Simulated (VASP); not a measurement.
# Ca (Fm-3m) in VASP: notebook

The runs below take Ca through relaxation of cell and atoms, with PBE, LDA.

Program: VASP 6.6.1. These are calculated values, not measurements. Logs are shortened: lines on timing, memory, paths and dates and some standing lists are left out, and cuts for length are marked.

## Step 1: The structure

The structure is cubic, space group Fm-3m (No. 225). Conventional cell: a = 5.588 Å, b = 5.588 Å, c = 5.588 Å, α = 90.00°, β = 90.00°, γ = 90.00°. Ca (site symmetry m-3m) has 12 Ca at 3.95 Å as nearest neighbours.

## Step 2: Relaxation of cell and atoms, PBE

The input, INCAR:

```
SYSTEM = Ca
ALGO     = Normal         ! electronic algorithm
EDIFF    = 1E-6           ! SCF threshold, eV
EDIFFG   = -0.01          ! ionic threshold
ENCUT    = 600            ! plane-wave cutoff, eV
GGA      = PE             ! functional
IBRION   = 2              ! ionic algorithm
ISIF     = 3              ! what is computed and relaxed
ISMEAR   = 1              ! smearing method
LASPH    = .True.         ! aspherical terms in the spheres
LCHARG   = .False.        ! write CHGCAR
LREAL    = .False.        ! projectors in reciprocal space
LWAVE    = .False.        ! write WAVECAR
NELM     = 80             ! most SCF steps
NSW      = 90             ! ionic steps
PREC     = Accurate       ! precision mode
SIGMA    = 0.1            ! smearing width, eV
```

The input, KPOINTS:

```
k-points
0
Gamma
  14 14 14
  0 0 0
```

The input, POSCAR:

```
Ca
1.0
    0.0000000000      2.7942000000      2.7942000000
    2.7942000000      0.0000000000      2.7942000000
    2.7942000000      2.7942000000      0.0000000000
Ca
1
Direct
    0.0000000000      0.0000000000      0.0000000000
```

Potentials or basis: VASP PAW PBE potentials, release 64 (Ca_sv).

On the command line:

```
cat potpaw_PBE.64/Ca_sv/POTCAR > POTCAR
mpirun -np 1 vasp_std > vasp.out
```

OUTCAR:

```text
SYSTEM = Ca
   EDIFF = 1E-6
   EDIFFG = -0.01
   ENCUT = 600
   GGA = PE
   IBRION = 2
   ISIF = 3
   ISMEAR = 1
   LASPH = .True.
   LREAL = .False.
   NELM = 80
   NSW = 90
   PREC = Accurate

 ion  position               nearest neighbor table
   1  0.000  0.000  0.000-

  LATTYP: Found a face centered cubic cell.
 ALAT       =     5.5884000000

  Lattice vectors:

 A1 = (   0.0000000000,   2.7942000000,   2.7942000000)
 A2 = (   2.7942000000,   0.0000000000,   2.7942000000)
 A3 = (   2.7942000000,   2.7942000000,   0.0000000000)

Analysis of symmetry for initial positions (statically):
=====================================================================
 Subroutine PRICEL returns:
 Original cell was already a primitive cell.

 Routine SETGRP: Setting up the symmetry group for a
 face centered cubic supercell.

 Subroutine GETGRP returns: Found 48 space group operations
 (whereof 48 operations were pure point group operations)
 out of a pool of 48 trial point group operations.

The static configuration has the point symmetry O_h .

Analysis of symmetry for dynamics (positions and initial velocities):
=====================================================================
 Subroutine PRICEL returns:
 Original cell was already a primitive cell.

 Routine SETGRP: Setting up the symmetry group for a
 face centered cubic supercell.

 Subroutine GETGRP returns: Found 48 space group operations
 (whereof 48 operations were pure point group operations)
 out of a pool of 48 trial point group operations.

The dynamic configuration has the point symmetry O_h .

 Subroutine INISYM returns: Found 48 space group operations
 (whereof 48 operations are pure point group operations),
 and found     1 'primitive' translations

----------------------------------------------------------------------------------------

                                     Primitive cell

  volume of cell :      43.6317

  direct lattice vectors                    reciprocal lattice vectors
     0.000000000  2.794200000  2.794200000    -0.178942094  0.178942094  0.178942094
     2.794200000  0.000000000  2.794200000     0.178942094 -0.178942094  0.178942094
     2.794200000  2.794200000  0.000000000     0.178942094  0.178942094 -0.178942094

  length of vectors
     3.951595536  3.951595536  3.951595536     0.309936799  0.309936799  0.309936799

  position of ions in fractional coordinates (direct lattice)
     0.000000000  0.000000000  0.000000000

  ion indices of the primitive-cell ions
   primitive index   ion index
                 1           1

----------------------------------------------------------------------------------------

 KPOINTS: k-points

Automatic generation of k-mesh.
 Grid dimensions read from file:
 generate k-points for:   14   14   14

 Generating k-lattice:

  Cartesian coordinates                     Fractional coordinates (reciprocal lattice)
    -0.012781578  0.012781578  0.012781578     0.071428571  0.000000000  0.000000000
     0.012781578 -0.012781578  0.012781578     0.000000000  0.071428571  0.000000000
     0.012781578  0.012781578 -0.012781578     0.000000000  0.000000000  0.071428571

  Length of vectors
     0.022138343  0.022138343  0.022138343

  Shift w.r.t. Gamma in fractional coordinates (k-lattice)
     0.000000000  0.000000000  0.000000000

 Subroutine IBZKPT returns following result:
 ===========================================

 Found    104 irreducible k-points:

 Following reciprocal coordinates:
            Coordinates               Weight
  0.000000  0.000000  0.000000      1.000000
  0.071429  0.000000  0.000000      8.000000
  0.142857  0.000000  0.000000      8.000000
  0.214286  0.000000  0.000000      8.000000
  0.285714  0.000000  0.000000      8.000000
  0.357143  0.000000  0.000000      8.000000
[... 16 lines left out ...]
  0.214286  0.142857  0.000000     24.000000
  0.285714  0.142857  0.000000     24.000000
 [... further k-points ...]
   k-points           NKPTS =    104   k-points in BZ     NKDIM =    104   number of bands    NBANDS=      9
   number of dos      NEDOS =    301   number of ions     NIONS =      1
   total plane-waves  NPLWV =  32768
   dimension x,y,z NGX =    32 NGY =   32 NGZ =   32
   dimension x,y,z NGXF=    64 NGYF=   64 NGZF=   64
   ions per type =               1
   NGX,Y,Z   is equivalent  to a cutoff of  13.46, 13.46, 13.46 a.u.
   NGXF,Y,Z  is equivalent  to a cutoff of  26.93, 26.93, 26.93 a.u.
 SYSTEM =  Ca
   PREC   = accura    normal or accurate (medium, high low for compatibility)
   ISTART =      0    job   : 0-new  1-cont  2-samecut
   ICHARG =      2    charge: 1-file 2-atom 10-const
   ISPIN  =      1    spin polarized calculation?
   LNONCOLLINEAR =      F non collinear calculations
   LSORBIT =      F    spin-orbit coupling
   LASPH  =      T    aspherical Exc in radial PAW
   ENCUT  =  600.0 eV  44.10 Ry    6.64 a.u.   7.89  7.89  7.89*2*pi/ulx,y,z
   NELM   =     80;   NELMIN=  2; NELMDL= -5     # of ELM steps
   EDIFF  = 0.1E-05   stopping-criterion for ELM
   LREAL  =      F    real-space projection
   EDIFFG = -.1E-01   stopping-criterion for IOM
   NSW    =     90    number of steps for IOM
   IBRION =      2    ionic relax: 0-MD 1-quasi-New 2-CG
   NFREE  =      1    steps in history (QN), initial steepest desc. (CG)
   ISIF   =      3    stress and relaxation
   ISYM   =      2    0-nonsym 1-usesym 2-fastsym
   POTIM  = 0.5000    time-step for ionic-motion
   TEBEG  =    0.0;   TEEND  =   0.0 temperature during run
   PSTRESS=    0.0 pullay stress
   NELECT =      10.0000    total number of electrons
   NUPDOWN=      -1.0000    fix difference up-down
   EMIN   =  10.00;   EMAX   =-10.00  energy-range for DOS
   EFERMI =   0.00;   METHOD = LEGACY
   ISMEAR =     1;   SIGMA  =   0.10  broadening in eV -4-tet -1-fermi 0-gaus
   EFERMI_NEDOS =   21; number of points for ismear=-14 and -15
   IALGO  =     38    algorithm
   IMIX   =      4    mixing-type and parameters
     AMIX     =   0.40;   BMIX     =  1.00
     AMIX_MAG =   1.60;   BMIX_MAG =  1.00
  volume/ion in A,a.u.               =      43.63       294.44
  Fermi-wavevector in a.u.,A,eV,Ry     =   1.001861  1.893242 13.656506  1.003725
  Thomas-Fermi vector in A             =   2.134310
   LORBIT       =      0    0 simple, 1 ext, 2 COOP (PROOUT), +10 PAW based schemes
   GGA     = PE    functional components
   LHFCALC =     F    Hartree Fock is set to
   AEXX    =    0.0000 exact exchange contribution
   IVDW    =     0    specifies the selected vdW correction
   LEPSILON=     F    determine dielectric tensor
   LRPA    =     F    only Hartree local field effects (RPA)
 conjugate gradient relaxation of ions
 non-spin polarized calculation
 Methfessel and Paxton  Order N= 1 SIGMA  =   0.10
  energy-cutoff  :      600.00
  volume of cell :       43.63
 maximum number of plane-waves:      1469
   NGX = 15   NGY = 15   NGZ = 15

--------------------------------------- Ionic step        1  -------------------------------------------

 number of electron      10.0000001 magnetization

 Free energy of the ion-electron system (eV)
  ---------------------------------------------------
  ext. energy  EPLUGINS =         0.00000000
  ---------------------------------------------------
  free energy    TOTEN  =        -1.92754226 eV

  energy without entropy =       -1.92695231  energy(sigma->0) =       -1.92734561

------------------------ aborting loop because EDIFF is reached ----------------------------------------

  FORCE on cell =-STRESS in cart. coord.  units (eV):
  Direction    XX          YY          ZZ          XY          YZ          ZX
  --------------------------------------------------------------------------------------
  -------------------------------------------------------------------------------------
  Total       -0.1453310     -0.1453310     -0.1453310     -0.0000000     -0.0000000     -0.0000000
  in kB       -5.3366198     -5.3366198     -5.3366198     -0.0000000     -0.0000000     -0.0000000
  external PRESSURE =      -5.3366198 kB  Pullay stress =       0.0000000 kB

 VOLUME and BASIS-vectors are now :
 -----------------------------------------------------------------------------
  energy-cutoff  :      600.00
  volume of cell :       43.63
      direct lattice vectors                 reciprocal lattice vectors
     0.000000000  2.794200000  2.794200000    -0.178942094  0.178942094  0.178942094
     2.794200000  0.000000000  2.794200000     0.178942094 -0.178942094  0.178942094
     2.794200000  2.794200000  0.000000000     0.178942094  0.178942094 -0.178942094
[... 36 lines left out ...]
 POSITION                                       TOTAL-FORCE (eV/Angst)
 -----------------------------------------------------------------------------------
      5.54922      2.77461      2.77461        -0.000000     -0.000000      0.000000
 -----------------------------------------------------------------------------------
    total drift:                                0.000000      0.000000      0.000000

  FREE ENERGIE OF THE ION-ELECTRON SYSTEM (eV)
  ---------------------------------------------------
  free  energy   TOTEN  =        -1.9295368828 eV

  energy  without entropy=       -1.9288947808  energy(sigma->0) =       -1.92932285

--------------------------------------- Ionic step        3  -------------------------------------------

 number of electron      10.0000001 magnetization

 Free energy of the ion-electron system (eV)
  ---------------------------------------------------
  ext. energy  EPLUGINS =         0.00000000
  ---------------------------------------------------
  free energy    TOTEN  =        -1.92977970 eV

  energy without entropy =       -1.92911531  energy(sigma->0) =       -1.92955824

 E-fermi :   1.9465     XC(G=0):  -7.7360

 val. band max:        1.9385434587   @ k =  -0.4286   0.2143   0.0714
 cond. band min:       1.9822574774   @ k =  -0.3571   0.3571   0.0000
 fundamental gap:      0.0437140187
 Fermi energy:         1.9464658089

 k-point     1 :       0.0000    0.0000    0.0000
  band No.  band energies     occupation
      1     -40.0608      2.00000
      2     -20.9779      2.00000
      3     -20.9779      2.00000
      4     -20.9779      2.00000
      5      -2.0659      2.00000
      6       4.2952      0.00000
      7       4.2952      0.00000
      8       4.2952      0.00000
      9       5.3644      0.00000

 k-point     2 :       0.0714    0.0000    0.0000
  band No.  band energies     occupation
      1     -40.0602      2.00000
      2     -20.9849      2.00000
      3     -20.9789      2.00000
      4     -20.9789      2.00000
      5      -1.9784      2.00000
      6       4.2003      0.00000
      7       4.3289      0.00000
      8       4.3289      0.00000
      9       5.3349      0.00000
[... 253 lines left out ...]
 k-point    24 :       0.2857    0.1429    0.0000
  band No.  band energies     occupation
      1     -40.0528      2.00000
      2     -21.0467      2.00000
      3     -20.9970      2.00000
      4     -20.9955      2.00000
      5      -0.8515      2.00000
      6       3.3342     -0.00000
      7       4.2635      0.00000
      8       4.6077      0.00000
      9       5.0406      0.00000

 [... further k-points ...]

------------------------ aborting loop because EDIFF is reached ----------------------------------------

  FORCE on cell =-STRESS in cart. coord.  units (eV):
  Direction    XX          YY          ZZ          XY          YZ          ZX
  --------------------------------------------------------------------------------------
  -------------------------------------------------------------------------------------
  Total        0.0080126      0.0080126      0.0080126      0.0000000      0.0000000      0.0000000
  in kB        0.3042085      0.3042085      0.3042085      0.0000000      0.0000000      0.0000000
  external PRESSURE =       0.3042085 kB  Pullay stress =       0.0000000 kB

 VOLUME and BASIS-vectors are now :
 -----------------------------------------------------------------------------
  energy-cutoff  :      600.00
  volume of cell :       42.20
      direct lattice vectors                 reciprocal lattice vectors
    -0.000000000  2.763293842  2.763293842    -0.180943479  0.180943479  0.180943479
     2.763293842 -0.000000000  2.763293842     0.180943479 -0.180943479  0.180943479
     2.763293842  2.763293842 -0.000000000     0.180943479  0.180943479 -0.180943479

 POSITION                                       TOTAL-FORCE (eV/Angst)
 -----------------------------------------------------------------------------------
     -0.00000      0.00000      0.00000         0.000000      0.000000      0.000000
 -----------------------------------------------------------------------------------
    total drift:                                0.000000      0.000000      0.000000

  FREE ENERGIE OF THE ION-ELECTRON SYSTEM (eV)
  ---------------------------------------------------
  free  energy   TOTEN  =        -1.9297797013 eV

  energy  without entropy=       -1.9291153069  energy(sigma->0) =       -1.92955824

 reached required accuracy - stopping structural energy minimisation
```

It took 71 s on 1 thread of Intel Xeon Platinum 8259CL at 2.50GHz (Skylake/Cascade Lake), shared host; peak memory 0.22 GiB.

Results:

```yaml
Free_energy: -1.9298 eV
Relaxed_volume: 42.20 Å³/atom
Relaxed_cell: a = 3.908 Å, b = 3.908 Å, c = 3.908 Å, α = 60.00°, β = 60.00°, γ = 60.00°
Space_group_after_relaxing_to_0.05_Å: Fm-3m (No. 225)
Energy_gained_by_relaxing: 2.2 meV/atom
Ionic_steps: 3
Pressure_after_relaxing: 0.0 GPa
Band_gap_on_the_k_mesh: none (metal or under the smearing width)
```

The path:
```tsv
step	energy change (eV)	largest force (eV/Å)	pressure (GPa)	volume (Å³)
1	0.0000	0.0000	-0.53	43.63
2	-0.0020	0.0000	-0.18	42.72
3	-0.0022	0.0000	0.03	42.20
```

Final structure:
```xyz
1
Lattice="0.0000 2.7633 2.7633 2.7633 0.0000 2.7633 2.7633 2.7633 0.0000" Properties=species:S:1:pos:R:3 pbc="T T T"
Ca    0.0000    0.0000    0.0000
```

## Step 3: Relaxation of cell and atoms, PBE

This run uses another cell than the first one, of 42.20 Å³/atom, 0.967 times its volume.

Changes to INCAR since step 2:

```diff
@@ -2,4 +2,4 @@
 ALGO     = Normal         ! electronic algorithm
-EDIFF    = 1E-6           ! SCF threshold, eV
-EDIFFG   = -0.01          ! ionic threshold
+EDIFF    = 1E-7           ! SCF threshold, eV
+EDIFFG   = -0.005         ! ionic threshold
 ENCUT    = 600            ! plane-wave cutoff, eV
```

KPOINTS is that of step 2.

The input, POSCAR:

```
Ca                                      
1.0
   -0.0000000000      2.7632938420      2.7632938420
    2.7632938420     -0.0000000000      2.7632938420
    2.7632938420      2.7632938420     -0.0000000000
  Ca            
     1
Direct
     0.0000000000000000    0.0000000000000000    0.0000000000000000
```

Potentials or basis: VASP PAW PBE potentials, release 64 (Ca_sv).

On the command line:

```
cat potpaw_PBE.64/Ca_sv/POTCAR > POTCAR
mpirun -np 1 vasp_std > vasp.out
```

Run time: 51 s. Hardware: 1 thread of Intel Xeon Platinum 8259CL at 2.50GHz (Skylake/Cascade Lake), shared host; peak memory 0.21 GiB.

The run converged. Its results:

| Item | Value |
| --- | --- |
| Free energy | -1.9297 eV |
| Relaxed volume | 42.25 Å³/atom |
| Relaxed cell | a = 3.909 Å, b = 3.909 Å, c = 3.909 Å, α = 60.00°, β = 60.00°, γ = 60.00° |
| Space group after relaxing (to 0.05 Å) | Fm-3m (No. 225) |
| Energy gained by relaxing | 0.0 meV/atom |
| Ionic steps | 2 |
| Pressure after relaxing | 0.0 GPa |
| Band gap on the k mesh | none (metal or under the smearing width) |

Final structure:
```
Ca
1.0
     0.00000    2.76431    2.76431
     2.76431    0.00000    2.76431
     2.76431    2.76431    0.00000
Ca
1
Cartesian
  0.0000 0.0000 0.0000
```

Levels at points of the mesh, in eV from the Fermi level:
| k point | band 1 | band 2 | band 3 | band 4 | band 5 | band 6 | band 7 | band 8 | band 9 |
| --- | --- | --- | --- | --- | --- | --- | --- | --- | --- |
| (0.00, 0.00, 0.00) | -42.01 | -22.93 | -22.93 | -22.93 | -4.01 | 2.35 | 2.35 | 2.35 | 3.42 |
| (0.50, 0.00, 0.00) | -42.00 | -23.06 | -22.95 | -22.95 | -0.97 | -0.15 | 2.23 | 2.23 | 4.10 |
| (0.50, 0.50, 0.00) | -41.99 | -23.06 | -22.98 | -22.98 | -0.44 | 0.59 | 0.98 | 4.09 | 4.28 |

## Step 4: Relaxation of cell and atoms, LDA

The input, INCAR:

```
ALGO = Normal
EDIFF = 1E-6
EDIFFG = -0.01
ENCUT = 600
GGA = CA
IBRION = 2
ISIF = 3
ISMEAR = 1
LASPH = True
LCHARG = False
LREAL = False
LWAVE = False
NELM = 80
NSW = 90
PREC = Accurate
SIGMA = 0.1
```

The input, KPOINTS:

```
k-points
0
Gamma
  14 14 14
```

The input, POSCAR:

```
Ca
1.0
    0.0000000000      2.7942000000      2.7942000000
    2.7942000000      0.0000000000      2.7942000000
    2.7942000000      2.7942000000      0.0000000000
Ca
1
Direct
    0.0000000000      0.0000000000      0.0000000000
```

Potentials or basis: VASP PAW LDA potentials, release 64 (Ca_sv).

On the command line:

```
cat potpaw_LDA.64/Ca_sv/POTCAR > POTCAR
mpirun -np 1 vasp_std > vasp.out
```

Wall time 50 s (1 thread of Intel Xeon Platinum 8559C (Emerald Rapids), shared host); peak memory 0.19 GiB.

The run converged. Its results:

| Quantity | Value |
| --- | --- |
| Free energy | -2.2061 eV |
| Relaxed volume | 38.03 Å³/atom |
| Relaxed cell | a = 3.775 Å, b = 3.775 Å, c = 3.775 Å, α = 60.00°, β = 60.00°, γ = 60.00° |
| Space group after relaxing (to 0.05 Å) | Fm-3m (No. 225) |
| Energy gained by relaxing | 40.6 meV/atom |
| Ionic steps | 4 |
| Pressure after relaxing | 0.0 GPa |
| Band gap on the k mesh | none (metal or under the smearing width) |

The path:
| step | energy change (eV) | largest force (eV/Å) | pressure (GPa) | volume (Å³) |
| --- | --- | --- | --- | --- |
| 1 | 0.0000 | 0.0000 | -2.13 | 43.63 |
| 2 | -0.0345 | 0.0000 | -0.92 | 40.07 |
| 3 | -0.0406 | 0.0000 | -0.07 | 38.17 |
| 4 | -0.0406 | 0.0000 | 0.00 | 38.03 |

Final structure:
```
Ca
1.0
     0.00000    2.66900    2.66900
     2.66900    0.00000    2.66900
     2.66900    2.66900    0.00000
Ca
1
Direct
  0.00000 0.00000 0.00000
```

Levels at points of the mesh, in eV from the Fermi level:
```
           k point  band 3  band 4  band 5  band 6  band 7  band 8
(0.00, 0.00, 0.00)  -22.53  -22.53   -4.21    2.34    2.34    2.34
(0.50, 0.00, 0.00)  -22.56  -22.56   -1.10   -0.02    2.21    2.21
(0.50, 0.50, 0.00)  -22.61  -22.61   -0.61    0.42    1.20    4.32
```

Caveat: the volume moved by -13 % from the deposited cell, more than functionals usually miss. LDA usually gives volumes a few per cent too small.

## Step 5: Relaxation of cell and atoms, LDA

This run uses another cell than the first one, of 38.03 Å³/atom, 0.872 times its volume.

Changes to INCAR since step 4:

```diff
@@ -1,4 +1,4 @@
 ALGO = Normal
-EDIFF = 1E-6
-EDIFFG = -0.01
+EDIFF = 1E-7
+EDIFFG = -0.005
 ENCUT = 600
```

KPOINTS is that of step 4.

The input, POSCAR:

```
Ca                                      
1.0
    0.0000000000      2.6689969215      2.6689969215
    2.6689969215      0.0000000000      2.6689969215
    2.6689969215      2.6689969215      0.0000000000
  Ca            
     1
Direct
     1.0000000000000000    0.0000000000000000    0.0000000000000000
```

On the command line:

```
cat potpaw_LDA.64/Ca_sv/POTCAR > POTCAR
mpirun -np 1 vasp_std > vasp.out
```

It took 22 s on 1 thread of Intel Xeon Platinum 8559C (Emerald Rapids), shared host; peak memory 0.17 GiB.

The run converged. Its results:

* Free energy: -2.2058 eV
* Pressure after relaxing: 0.0 GPa
* Band gap on the k mesh: none (metal or under the smearing width)

Final structure:
```
Ca
1.0
     0.00000    2.66900    2.66900
     2.66900    0.00000    2.66900
     2.66900    2.66900    0.00000
Ca
1
Direct
  0.00000 0.00000 0.00000
```

Levels at points of the mesh, in eV from the Fermi level:
```csv
k point,band 1,band 2,band 3,band 4,band 5,band 6,band 7,band 8,band 9
"(0.00, 0.00, 0.00)",-41.34,-22.53,-22.53,-22.53,-4.21,2.34,2.34,2.34,3.54
"(0.50, 0.00, 0.00)",-41.32,-22.74,-22.56,-22.56,-1.10,-0.02,2.21,2.21,4.32
"(0.50, 0.50, 0.00)",-41.31,-22.73,-22.61,-22.61,-0.61,0.42,1.20,4.32,4.53
```

Caveat: the relaxation stopped at its first step, so nothing moved.
